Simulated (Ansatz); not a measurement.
## TiAl₃ under pressure

These are results of Ansatz, DFT r2SCAN, scalar-relativistic, plane waves, PAW, not measurements. Run with 500 eV cutoff, 16×16×16 k-mesh, Gaussian smearing of 0.10 eV, no spin polarisation.

The relaxed crystal:

```
Ti Al
1.0
    -1.91200    1.91200    4.28192
     1.91200   -1.91200    4.28192
     1.91200    1.91200   -4.28192
Ti Al
1 3
Cartesian
  0.0000 0.0000 0.0000
  0.0000 0.0000 4.2819
  0.0000 1.9120 2.1410
  1.9120 0.0000 2.1410
```

Cell and atoms are relaxed at each pressure within the symmetry of the start, at zero temperature, so transitions that lower the symmetry aren't seen. The k-mesh given is that at zero pressure and may differ at others. a, b and c are the lengths of the cell vectors above.

```
P (GPa) V (Å³/atom) V/V0  a (Å) b (Å) c (Å)
     -1        15.78  1.008  5.078  5.078  5.078
      0        15.65  1.000  5.064  5.064  5.064
      1        15.52  0.992  5.050  5.050  5.050
      4        15.15  0.968  5.007  5.007  5.007
     12        14.34  0.916  4.914  4.914  4.914
     25        13.35  0.853  4.798  4.798  4.798
     50        12.06  0.770  4.636  4.636  4.636
     90        10.74  0.686  4.461  4.461  4.461
```

**Question.** What bulk modulus and pressure derivative fit these points?

**Answer.** A third-order Birch–Murnaghan fit gives B0 = 116 GPa and B0' = 3.8.